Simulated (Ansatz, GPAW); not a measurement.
## LiCl: 3 runs at one level of theory

```
CELL_PARAMETERS angstrom
0.00000 2.56477 2.56477
2.56477 0.00000 2.56477
2.56477 2.56477 0.00000
ATOMIC_POSITIONS crystal
Cl 0.50000 0.50000 0.50000
Li 0.00000 0.00000 0.00000
```

Alike in all runs: task single point; functional PBE; k mesh 9 × 9 × 9; occupations gaussian, width 0.012 eV; no spin polarisation; no spin-orbit coupling. Pressure is positive in compression and, in plane waves, holds the error of the finite cutoff, which Ansatz's Pulay term estimates and takes out.

| program and potentials | plane-wave cutoff (eV) | notes | pressure (GPa) |
| --- | --- | --- | --- |
| Ansatz, Ansatz PAW | 420 | 5 valence electrons an atom on average | 0.40 |
| GPAW, GPAW PAW data sets (gpaw-data 1.2.1) | 800 | 4 valence electrons an atom on average | 0.51 |
| Ansatz, all-electron LAPW, scalar-relativistic | - | - | 0.40 |

The pressure spans 0.40 (Ansatz, Ansatz PAW) to 0.51 GPa (GPAW, GPAW PAW data sets (gpaw-data 1.2.1)), with all-electron results at 0.40.

Differences between rows come from potentials, basis sets and numerical settings, since the functional is the same but for its coding. Runs on potential files found faulty are left out.
